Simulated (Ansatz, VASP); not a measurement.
## Cr: VASP beside Ansatz

```
CELL_PARAMETERS angstrom
-1.42392 1.42392 1.42392
1.42392 -1.42392 1.42392
1.42392 1.42392 -1.42392
ATOMIC_POSITIONS crystal
Cr 0.00000 0.00000 0.00000
```

Alike in both runs: functional PBE; k mesh 20 × 20 × 20; occupations gaussian, width 0.1 eV; no spin polarisation.

Ansatz relaxed the structure, and its values are those at the end. VASP's run is a single point on that final structure, the one shown.

|  | VASP | Ansatz |
| --- | --- | --- |
| version | VASP 6.6.1 | Ansatz 0.2.0 |
| potentials or method | VASP PAW PBE potentials, release 64 (Cr_pv) | scalar-relativistic, plane waves, PAW |
| plane-wave cutoff (eV) | 520 | 420 |
| valence electrons in the cell | 12 | 14 |

```tsv
	VASP	Ansatz	Ansatz less VASP
gap on the k mesh at the Fermi level (eV)	none	none	-
pressure (GPa)	-1.1	0.0	+1.14
```

A gap of «none» marks a metal or a gap that the smearing closes. The two sets of potentials don't hold the same shells in valence.

Caveats: the run has no spin polarisation, though such a crystal can be magnetic. Spin polarisation is off, so any magnetic state and its effect on volume and gap are missing.
